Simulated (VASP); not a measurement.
Here is a VASP 6.6.1 calculation.

INCAR

```
PREC = Accurate
ENCUT = 230
EDIFF = 1E-6
ISMEAR = 1
SIGMA = 0.1
LREAL = False
LASPH = True
NELM = 80
ALGO = Fast
ISIF = 2
LWAVE = False
LCHARG = True
GGA = PE
LVHAR = True
```

Contents of KPOINTS:

```
regular mesh
0
Gamma
  18 18 10
```

POSCAR

```
Re                                      
1.0
    2.7694693279     -0.0000000000     -0.0000000000
   -1.3847346640      2.3984307885     -0.0000000000
   -0.0000000000     -0.0000000000      4.4740982606
  Re            
     2
Direct
     0.3333333300000021    0.6666666699999979    0.2500000000000000
     0.6666666699999979    0.3333333300000021    0.7500000000000000
```

Potentials or basis: VASP PAW PBE potentials, release 64 (Re).

Command:

```bash
$ cat potpaw_PBE.64/Re/POTCAR > POTCAR
$ mpirun -np 1 vasp_std > vasp.out
```

Question: Estimate the band gap on the k mesh.

Answer: None (metal or under the smearing width).

 Spin-orbit coupling is left out, which matters for the levels of Re.
